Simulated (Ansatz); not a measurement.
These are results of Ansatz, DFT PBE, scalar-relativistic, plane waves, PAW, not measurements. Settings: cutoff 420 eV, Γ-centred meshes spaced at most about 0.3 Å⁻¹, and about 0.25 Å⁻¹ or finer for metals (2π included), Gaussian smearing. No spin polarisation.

These are static total energies at zero pressure.

Question: Order these relaxed structures of Mg3Te2 by energy, lowest first, with the energy over the lowest of them.
A.

```
Mg Te
1.0
     4.33122    0.00000    0.00000
     0.00000    4.33122    0.00000
     0.00000    0.00000    7.53415
Mg Te
3 2
Direct
  0.00000 0.50000 0.33337
  0.50000 0.00000 0.66663
  0.50000 0.50000 0.00000
  0.50000 0.00000 0.27174
  0.00000 0.50000 0.72826
```

B.

```
Mg Te
1.0
     4.41733    0.00000    0.00000
     0.00000    4.41733    0.00000
     0.00000    0.00000   11.33152
Mg Te
3 2
Direct
  0.50000 0.50000 0.24747
  0.50000 0.50000 0.75253
  0.50000 0.50000 0.50000
  0.50000 0.50000 0.00000
  0.00000 0.00000 0.00000
```

C.

```
Mg Te
1.0
     5.13452    0.00000    0.00000
    -2.56726    4.44662    0.00000
     0.00000    0.00000    6.18810
Mg Te
3 2
Direct
  0.00000 0.00000 0.00000
  0.33333 0.66667 0.72211
  0.66667 0.33333 0.27789
  0.33333 0.66667 0.23905
  0.66667 0.33333 0.76094
```

D.

```
Mg Te
1.0
     5.83264    0.00000    0.00000
    -2.91632    5.05121    0.00000
     0.00000    0.00000    6.12850
Mg Te
3 2
Direct
  0.50000 0.00000 0.50000
  0.00000 0.50000 0.50000
  0.50000 0.50000 0.50000
  0.00000 0.00000 0.24903
  0.00000 0.00000 0.75097
```

Answer: C (0 meV/atom), A (17 meV/atom), D (310 meV/atom), B (809 meV/atom). Forms: C P-3m1; A P-4m2; D P6/mmm; B P4/mmm. Counting Te atoms around Mg (those within 1.25 times the shortest such distance or 1.15 times the sum of covalent radii, 1.27 where that leaves under three; a plus sign parts nearer from farther groups; the shortest distance is added where it exceeds 1.18 times the sum of covalent radii; a slash parts the counts of unlike sites): C has Mg 5/6 from 3.3 Å; A has Mg 4/5; D has Mg 4 from 3.3 Å; B has Mg 1/2+8 from 5.7 Å. All come from invented guesses. The lowest form computed isn't among them: it has space group P4mm (No. 99), 32.7 Å³/atom and lies 15 meV/atom below the best shown.

For metals, differences of a few meV/atom aren't resolved. Spin–orbit coupling, which can matter for Te, is left out. Cells relaxed within their symmetry can be saddle points. Some candidate types were left out of the draw beforehand, so a known form may be missing.
